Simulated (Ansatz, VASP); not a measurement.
**One calculation of PbO2, two programs**

```xyz
3
Lattice="0.0000 2.7020 2.7020 2.7020 0.0000 2.7020 2.7020 2.7020 0.0000" Properties=species:S:1:pos:R:3 pbc="T T T"
Pb    0.0000    0.0000    0.0000
O     4.0530    4.0530    4.0530
O     1.3510    1.3510    1.3510
```

The cell comes from a database or a generator and needn't be the stable form of this composition.

Alike in both runs: task single point; functional PBEsol; k mesh 9 × 9 × 9; occupations fermi-dirac, width 0.05 eV; no spin polarisation.

|  | VASP | Ansatz |
| --- | --- | --- |
| version | VASP 6.6.1 | Ansatz 0.2.0 |
| potentials or method | VASP PAW PBE potentials, release 64 (Pb_d, O) | Ansatz PAW |
| plane-wave cutoff (eV) | 520 | 420 |
| valence electrons in the cell | 26 | 26 |

Ansatz gave:

| Property | Result |
| --- | --- |
| gap on the k mesh at the Fermi level (eV) | none |
| pressure (GPa) | -5.7 |

**Question.** What did VASP give for the same quantities?

**Answer.** gap on the k mesh at the Fermi level (eV): none; pressure (GPa): -5.5.

A gap of «none» marks a metal or a gap that the smearing closes.

Caveats: the PAW data sets were made with another functional, which shifts forces and pressure a little (VASP); the pressure holds a Pulay correction of +0.7 GPa for the finite cutoff (Ansatz); the PAW data sets come from PBE, with cores solved anew for the run's functional, which leaves a small shift of forces and pressure (Ansatz). The runs have no spin-orbit coupling, so splittings on Pb are missing.
